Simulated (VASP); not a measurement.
# Y: single point with PBE

The system is Y.

```
Y
1.0
    -2.02086    2.02086    2.02086
     2.02086   -2.02086    2.02086
     2.02086    2.02086   -2.02086
Y
1
Cartesian
  0.0000 0.0000 0.0000
```

This isn't the form of Y at room conditions, which is hcp.

```yaml
Program: VASP 6.6.1
Task: single point
Functional: PBE
Potentials_or_basis: VASP PAW PBE potentials, release 64 (Y_sv)
Cutoff: 520 eV
k_mesh: 18 × 18 × 18
Occupations: fermi-dirac, width 0.05 eV
Spin: collinear spin, typed start
Starting_moments: "[1.0] μB"
```

```json
{
 "Pressure": "-0.1 GPa",
 "Band gap on the k mesh": "none (metal or under the smearing width)",
 "Net moment": "0.00 μB per cell",
 "Valence electrons inside the program's atomic spheres": "Y 9.41"
}
```

Levels at points of the mesh, in eV from the Fermi level:
Spin up:
```csv
k point,band 3,band 4,band 5,band 6,band 7,band 8
"(0.00, 0.00, 0.00)",-22.58,-22.58,-4.81,1.65,1.65,1.65
"(0.50, 0.00, 0.00)",-22.75,-22.58,-1.99,0.17,0.72,3.49
"(0.50, 0.50, 0.50)",-22.95,-22.95,-1.45,-1.45,5.24,5.24
```
Spin down:
| k point | band 1 | band 2 | band 3 | band 4 | band 5 | band 6 | band 7 | band 8 | band 9 | band 10 |
| --- | --- | --- | --- | --- | --- | --- | --- | --- | --- | --- |
| (0.00, 0.00, 0.00) | -42.88 | -22.58 | -22.58 | -22.58 | -4.81 | 1.65 | 1.65 | 1.65 | 3.55 | 3.55 |
| (0.50, 0.00, 0.00) | -42.81 | -23.12 | -22.75 | -22.58 | -1.99 | 0.17 | 0.72 | 3.49 | 4.13 | 5.77 |
| (0.50, 0.50, 0.50) | -42.77 | -22.95 | -22.95 | -22.95 | -1.45 | -1.45 | 5.24 | 5.24 | 5.24 | 5.42 |

Run time: 9.3 min on 1 thread of AMD EPYC 7571 (shared host), peak memory 0.28 GiB.
